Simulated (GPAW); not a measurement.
Crystal: Te.

```
Te
1.0
     2.30590    1.33131    1.69095
    -2.30590    1.33131    1.69095
     0.00000   -2.66263    1.69095
Te
1
Cartesian
  0.0000 0.0000 2.5364
```

This isn't the form of Te at room conditions, which is trigonal, of chains.

- Program: GPAW 26.7.0
- Task: relaxation of cell and atoms
- Functional: PBE
- Potentials or basis: GPAW PAW data sets (gpaw-data 1.2.1)
- Cutoff: 600 eV
- Basis: pw
- k mesh: 9 × 9 × 9
- Occupations: fermi-dirac, width 0.05 eV
- Spin: no spin polarisation

At the start: pressure 2.2 GPa; volume 31.15 Å³/atom.

Question: How do energy, volume and symmetry change on relaxing?

Answer: Over 8 steps the energy falls by 11.7 meV/atom and the volume is 32.63 Å³/atom (+4.8 %); space group R-3m (No. 166, to 0.05 Å).

The path:
```tsv
step	energy change (eV)	largest force (eV/Å)	pressure (GPa)	volume (Å³)
1	0.0000	0.0000	2.17	31.15
2	-0.0059	0.0000	1.13	31.71
3	-0.0085	0.0000	0.04	32.38
4	-0.0087	0.0000	-0.05	32.45
5	-0.0102	0.0000	-0.48	32.83
6	-0.0110	0.0000	-0.57	32.95
7	-0.0116	0.0000	-0.31	32.81
8	-0.0117	0.0000	-0.02	32.63
```

Final structure:
```cif
data_structure
_symmetry_space_group_name_H-M 'P 1'
_symmetry_Int_Tables_number 1
_cell_length_a 3.1966
_cell_length_b 3.1966
_cell_length_c 3.1966
_cell_angle_alpha 91.547
_cell_angle_beta 91.547
_cell_angle_gamma 91.547
_cell_volume 32.63
loop_
_atom_site_label
_atom_site_type_symbol
_atom_site_fract_x
_atom_site_fract_y
_atom_site_fract_z
_atom_site_occupancy
Te1 Te 0.50000 0.50000 0.50000 1
```

Caveat: later steps reuse the first step's grids.
